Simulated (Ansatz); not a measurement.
# CoO (P3m1) in Ansatz: further runs

One crystal, CoO, is run at these levels: PBEsol; tasks: phonons, elastic constants.

Everything below comes from runs of Ansatz 0.2.0. Logs are shortened: lines on timing, memory, paths and dates and some standing lists are left out, and cuts for length are marked.

## 1. The crystal as given

The structure is hexagonal, space group P6_3mc (No. 186). The conventional cell has a = 3.198 Å, b = 3.198 Å, c = 5.229 Å, α = 90.00°, β = 90.00°, γ = 120.00°. Around Co (site symmetry 3m) lie 4 O at 1.93 to 1.97 Å. O (site symmetry 3m) has 4 Co at 1.93 to 1.97 Å as nearest neighbours.

Measurements of this composition are mostly on another form, of space group No. 225.

## 2. Phonons, PBEsol, collinear spin, ferromagnetic start

input.yaml reads:

```yaml
crystal:
  lattice:
    - [3.1976457435, 0.0, 0.0]
    - [-1.5988228718, 2.7692424462, 0.0]
    - [0.0, 0.0, 5.22870971]
  atoms:
    - { symbol: Co, position: [0.3333333333, 0.6666666667, 0.50336241], spin: 2.0 }
    - { symbol: Co, position: [0.0, 0.0, 0.00347414], spin: 2.0 }
    - { symbol: O, position: [0.3333333333, 0.6666666667, 0.8715556] }
    - { symbol: O, position: [0.0, 0.0, 0.37160885] }
hamiltonian:
  xc: pbesol
  pseudopotentials: { kind: paw }
magnetization:
  spin_polarized: true
kpoints:
  mp_grid: { grid: [8, 8, 6] }
scf:
  occupations: { method: fermi_dirac, width: 0.05 }
phonons:
  method: dfpt
```

Potentials or basis: Ansatz PAW.

Run with:

```sh
$ ansatz run input.yaml --threads 2 --pin off --max-ram 5632MiB --backend cpu --events-out ev --progress --plain --runs-dir out
```

What it wrote:

```text
Warning: RAYON_NUM_THREADS=2 ignored (pool sized by the plan → 2); use --threads N
Engine: ansatz 0.2.0, x86_64-unknown-linux-gnu
Pseudopotentials: kind: paw
Pseudopotential: Co, paw, valence charge 17, recommended cutoff 420 eV (normal), Co.paw.azcp
Pseudopotential: O, paw, valence charge 6, recommended cutoff 420 eV (normal), O.paw.azcp
Functional definition: PBEsol
  exchange = pbesol_x
  correlation = pbesol_c
Crystal: 4 atoms, lattice volume = 46.301 Å³
Basis set: ecut = 420 eV, 917 PW (Γ), exchange–correlation on 48×48×72 points (8 copies of the dense FFT grid, shifted against one another)
Bands: 30, of which v1, the nominal top of the filled ones, is band 23 counted from 1 (22 counted from 0)
Symmetry: 6 space group operations
Space group: P3m1 (ITA 156), of the structure as read, at distance tolerance 3.6e-5 Å
Magnetic group: BNS 156.49 (UNI 1279), of the structure as read, at distance tolerance 3.6e-5 Å
k-points: 50 of 384 (time reversal used)
Non-local potential: Co, projectors of the file, l = 0: 3, l = 1: 2, l = 2: 3, l = 3: 1
Non-local potential: O, projectors of the file, l = 0: 2, l = 1: 2, l = 2: 1
PAW form: soft (Blöchl's): semilocal exchange-correlation on the pseudo side does not see the compensation charge
PAW frozen core: Co, regenerated for the run's functional, and the local potential with it (the file was generated under x = pbe(κ = 0.804, μ = 0.2195149727645171), c = pbe(β = 0.06672455060314922))
PAW frozen core: O, regenerated for the run's functional, and the local potential with it (the file was generated under x = pbe(κ = 0.804, μ = 0.2195149727645171), c = pbe(β = 0.06672455060314922))
PAW one-centre angular grid: Co, 590 points (default); XC on 64 Gauss nodes
PAW one-centre angular grid: O, 110 points (default); XC on 64 Gauss nodes
Initial density: superposition of atomic densities (chi_scale 0.1, normalization cell, long waves kept (reshape's long-wave potential 0.00 eV rms))
Starting moments: Σ|m| = 4 μB on 2 of 4 sites
Initial wavefunctions: pseudopotential atomic-orbital guess
Functional: x = pbesol(κ = 0.804, μ = 0.12345679012345678), c = pbesol(β = 0.046)
SCF 1 converged in 25 iterations: F = -11305.005285 eV  dr2 = 2.22e-8
WARN: a single point of the input's cell can leave the moments in the input for a lower state (scf.lower_state_search): this run first made a single point of its cell. This run's own SCFs start from that state's density, with starting moments (2.08, -2.08, -0.16, 0.16 Bohr magnetons, atom by atom). The single point did not stay on the moments in the input, or on the state to which they lead. To start from the moments in the input alone, type scf.lower_state_search: off (moments taken from a structure then have to be typed, crystal.atoms[].spin). Where the structure was relaxed on those moments, relax it in this state first. Of the state that the single point found these notices stand: seeded_moment_not_kept, stability_check_not_made.
Bands: 31, of which v1, the nominal top of the filled ones, is band 23 counted from 1 (22 counted from 0)
k-points: 114 of 384 (irreducible under 2 space group operations, time reversal used)
Initial density: read from a saved state, or passed on in memory by an earlier SCF of this step, an earlier step, the calling program or the single point that the run made first
[... 15 lines left out ...]
DFPT response loops at Γ: preconditioner auto → Kerker (q_TF=auto, 2.725 Å⁻¹) (partly filled bands, converged f_vac=0.037); β = 1.00, the filter's whole step (`scf.mixing.beta` (0.30) is not read by the response loops under this deck's `scf.mixing.preconditioner`; to damp them name `kerker` or `kerker_dos`, under which they read `scf.mixing.beta`, and type it under 1.00, their step now; both keys bind the ground state too); Broyden in place of MSR1
SCF converged after 10 iterations
Magnetization: -0.0009 μB (22.9995 up, 23.0005 down)
Absolute magnetization: 4.9612 μB (∫|ρ↑−ρ↓|, with the PAW one-centre terms)
Spin contamination: 2.3806 ħ² per cell (⟨S²⟩ above its minimum at these occupations)
Per-site moments (μB) at R_I (Å): [(2.083918735182781, 0.7941348144299109), (-2.0843285660083644, 0.7940086822655766), (-0.15882422996508236, 0.7941348144299109), (0.15854726399692798, 0.7940086822655766)]
Free energy (F): -11305.005285 eV
Harris-Foulkes:  -11305.005285 eV  (|F-HF|=1.82e-12)
Internal energy: -11304.972294 eV  (E = F + TS)
E sigma→0 (E₀):  -11304.988790 eV
Entropy (-TS):   -0.032991 eV (-8.248 meV/atom)
Fermi energy:    10.926445 eV
--- Per-component energies (eV) ---
  E_band       = -746.035053
  E_kinetic    = 1235.864019
  E_local      = -7793.715455  (includes V_loc(G=0)·N_el)
  E_nonlocal   = 1028.487449
  E_hartree    = 3210.133676
  E_xc         = -452.068073
  E_vxc        = -583.926583  (∫ρ·V_xc dr)
  E_paw        = -3275.809659  (= ΣΔE_a)
  E_vpaw       = -1053.016983  (= ΣTr[D̂ρ^β])
  E_aug_tail   = 0.005134  (compensation charges beyond the density's cutoff)
  E_ewald      = -5258.316798
  E_core_change = 0.447414  (= ΣΔE_core)
  E_smearing   = -0.032991  (= −TS)
  E_closure    = -0.000000  (closes the sum)
  Σ components = -11305.005285   (vs F -11305.005285, Δ=0.00e0)
--- Band table (eV; the first three rows and the last of 228) ---
  k-point 0 ↑: bands = ["-85.3295", "-82.6984", "-48.9364", "-48.6582", "-48.6582", "-46.2920", "-46.1207", "-46.1207", "-9.0279", "-8.3113", "3.8393", "4.9689", "4.9689", "5.0082", "5.8603", "5.8603", "8.6747", "8.6747", "9.1873", "9.9659", "9.9659", "10.9141", "10.9141", "10.9976", "12.4574", "12.8824", "12.8824", "16.3186", "18.0318", "24.4552", "24.4552"]
  k-point 1 ↑: bands = ["-85.3296", "-82.6985", "-48.9364", "-48.6582", "-48.6582", "-46.2920", "-46.1207", "-46.1207", "-8.9888", "-8.3526", "3.8598", "4.8843", "4.9693", "4.9693", "5.8454", "5.8454", "8.6984", "8.6984", "9.2746", "9.9797", "9.9797", "10.9213", "10.9213", "11.2360", "12.4995", "12.8497", "12.8497", "15.7398", "18.5944", "23.8754", "24.4309"]
  k-point 2 ↑: bands = ["-85.3295", "-82.6984", "-48.9364", "-48.6582", "-48.6582", "-46.2921", "-46.1207", "-46.1207", "-8.8890", "-8.4567", "3.9404", "4.6058", "4.9710", "4.9710", "5.8165", "5.8165", "8.7468", "8.7468", "9.4735", "10.0034", "10.0034", "10.9419", "10.9419", "11.6421", "12.7816", "12.7816", "12.7983", "14.7186", "19.6255", "22.3359", "24.4185"]
  k-point 113 ↓: bands = ["-85.3292", "-82.6973", "-48.9364", "-48.6712", "-48.6651", "-46.2896", "-46.1359", "-46.1287", "-8.3939", "-8.1100", "4.0523", "4.1961", "4.8524", "5.2217", "5.5274", "5.9406", "8.3442", "8.7405", "9.0342", "9.4059", "9.7487", "10.3606", "10.6714", "10.9725", "11.7956", "12.0221", "16.6839", "17.0669", "19.4273", "19.7345", "20.9424"]
--- Phonons (Γ-DFPT): 8 representative perturbations + reference, on 114 of 384 k-points (Σ response iterations 28) ---
  k mesh reduced under 2 symmetry operations, with k and −k counted as one. Each operation leaves every solved perturbation unchanged. A smaller set is not used because it would not reduce the number of displacements times k-points to solve
  ASR residual: 6.804e-4 → 0.000e0 eV/Å²; symmetrization residual: 1.303e-5 eV/Å²
  ASR residual per site (eV/Å²): 6.61e-4 6.80e-4 6.00e-5 5.26e-5
  Γ frequencies (cm⁻¹): 0.00 0.00 0.00 63.06 63.06 210.10 269.71 269.71 313.29 313.29 395.84 475.87
  non-analytic LO–TO correction: not included (Born effective charges unavailable; polar crystals: no LO–TO splitting at Γ)
```

It took 2.1 min on 2 threads of Intel Xeon Platinum 8375C at 2.90GHz (Ice Lake), shared host; peak memory 1.2 GiB.

What came out:

| Quantity | Value |
| --- | --- |
| Free energy | -11305.0053 eV |
| Band gap on the k mesh | none (metal or under the smearing width) |
| Net moment | 0.00 μB per cell |
| Absolute moment | 4.96 μB per cell |
| Site moments | Co +2.08, -2.08; O -0.16, +0.16 μB |
| Highest phonon frequency at Γ | 476 cm⁻¹ |

Levels at points of the mesh, in eV from the Fermi level:
Spin up:
```tsv
k point	band 19	band 20	band 21	band 22	band 23	band 24	band 25	band 26	band 27	band 28
(0.00, 0.00, 0.00)	-1.74	-0.96	-0.96	-0.01	-0.01	0.07	1.53	1.96	1.96	5.39
(0.00, 0.00, -0.50)	-1.34	-0.91	-0.91	0.03	0.03	0.84	1.82	1.82	2.50	2.93
(0.00, -0.50, 0.00)	-1.99	-1.90	-1.39	-0.26	-0.15	-0.02	0.72	1.19	5.65	6.02
(0.00, -0.50, -0.50)	-1.91	-1.52	-1.28	-0.37	-0.19	0.08	0.84	1.08	5.31	5.69
(-0.50, 0.00, 0.00)	-1.99	-1.90	-1.39	-0.26	-0.15	-0.02	0.72	1.19	5.65	6.02
(-0.50, 0.00, -0.50)	-1.91	-1.52	-1.28	-0.37	-0.19	0.08	0.84	1.08	5.31	5.69
```
Spin down:
| k point | band 20 | band 21 | band 22 | band 23 | band 24 | band 25 | band 26 | band 27 |
| --- | --- | --- | --- | --- | --- | --- | --- | --- |
| (0.00, 0.00, 0.00) | -0.96 | -0.96 | -0.01 | -0.01 | 0.07 | 1.53 | 1.96 | 1.96 |
| (0.00, 0.00, -0.50) | -0.91 | -0.91 | 0.03 | 0.03 | 0.84 | 1.82 | 1.82 | 2.50 |
| (0.00, -0.50, 0.00) | -1.90 | -1.39 | -0.26 | -0.15 | -0.02 | 0.72 | 1.19 | 5.65 |
| (0.00, -0.50, -0.50) | -1.52 | -1.28 | -0.37 | -0.20 | 0.08 | 0.84 | 1.08 | 5.31 |
| (-0.50, 0.00, 0.00) | -1.90 | -1.39 | -0.26 | -0.15 | -0.02 | 0.72 | 1.19 | 5.65 |
| (-0.50, 0.00, -0.50) | -1.52 | -1.28 | -0.37 | -0.20 | 0.08 | 0.84 | 1.08 | 5.31 |

Phonon frequencies in cm⁻¹ (negative: imaginary):
```
              q point                              frequencies
(0.000, 0.000, 0.000)  0 0 0 63 63 210 270 270 313 313 396 476
```

Caveat: semilocal functionals often make such compounds metallic where correlation or magnetic order opens a gap, which also shifts bond lengths; the PAW data sets come from PBE, with cores solved anew for the run's functional, which leaves a small shift of forces and pressure.

## 3. Elastic constants, PBEsol, collinear spin, ferromagnetic start

input.yaml: that of step 2 with these lines changed.

```diff
@@ -19,3 +19,7 @@
   occupations: { method: fermi_dirac, width: 0.05 }
-phonons:
-  method: dfpt
+output:
+  forces: true
+  stress: true
+elastic:
+  mode: relaxed_ion
+  stencil: two_point
```

Potentials or basis: Ansatz PAW.

Run with:

```sh
$ ansatz run input.yaml --threads 2 --pin off --max-ram 5632MiB --backend cpu --events-out ev --progress --plain --runs-dir out
```

Wall time 6.2 min (2 threads of Intel Xeon Platinum 8375C at 2.90GHz (Ice Lake), shared host); peak memory 0.63 GiB.

The run converged. Its results:

```yaml
Free_energy: -11305.0066 eV
Pressure: -9.9 GPa
Band_gap_on_the_k_mesh: none (metal or under the smearing width)
Net_moment: 0.00 μB per cell
Absolute_moment: 4.95 μB per cell
Site_moments: Co +2.07, -2.07; O -0.16, +0.16 μB
Voigt_bulk_modulus: 101 GPa
```

Stress tensor (GPa, compression positive):
```
-10.84   0.00   0.00
  0.00 -10.84   0.00
  0.00   0.00  -7.95
```

Levels at points of the mesh, in eV from the Fermi level:
Spin up:
| k point | band 19 | band 20 | band 21 | band 22 | band 23 | band 24 | band 25 | band 26 | band 27 | band 28 |
| --- | --- | --- | --- | --- | --- | --- | --- | --- | --- | --- |
| (0.00, 0.00, 0.00) | -1.78 | -1.00 | -1.00 | -0.03 | -0.03 | 0.06 | 1.55 | 1.93 | 1.93 | 5.39 |
| (0.00, 0.00, -0.50) | -1.36 | -0.94 | -0.94 | 0.01 | 0.01 | 0.80 | 1.79 | 1.79 | 2.50 | 2.94 |
| (0.00, -0.50, 0.00) | -1.98 | -1.91 | -1.41 | -0.25 | -0.15 | -0.02 | 0.72 | 1.20 | 5.62 | 6.01 |
| (0.00, -0.50, -0.50) | -1.90 | -1.54 | -1.28 | -0.37 | -0.19 | 0.08 | 0.83 | 1.08 | 5.30 | 5.68 |
Spin down:
```
             k point  band 21  band 22  band 23  band 24  band 25  band 26
  (0.00, 0.00, 0.00)    -1.00    -0.03    -0.03     0.06     1.55     1.93
 (0.00, 0.00, -0.50)    -0.94     0.01     0.01     0.80     1.79     1.79
 (0.00, -0.50, 0.00)    -1.41    -0.25    -0.15    -0.02     0.72     1.20
(0.00, -0.50, -0.50)    -1.28    -0.37    -0.19     0.08     0.83     1.08
```

Elastic tensor in Voigt notation (GPa, in the Cartesian axes of the cell as first typed):
```
108 100  66   0   0   0
100 108  66   0   0   0
 69  69 226   0   0   0
  0   0   0  20   0   0
  0   0   0   0  20   0
  0   0   0   0   0   4
```

Caveat: the cell is more than 3 GPa from zero pressure, which shifts response properties; elastic constants of metals need much finer meshes, so these are rough; the pressure holds a Pulay correction of +0.7 GPa for the finite cutoff; semilocal functionals often make such compounds metallic where correlation or magnetic order opens a gap, which also shifts bond lengths; the PAW data sets come from PBE, with cores solved anew for the run's functional, which leaves a small shift of forces and pressure. With open d or f shells a metallic result of PBEsol can be an artefact of self-interaction; +U or a hybrid may open a gap.
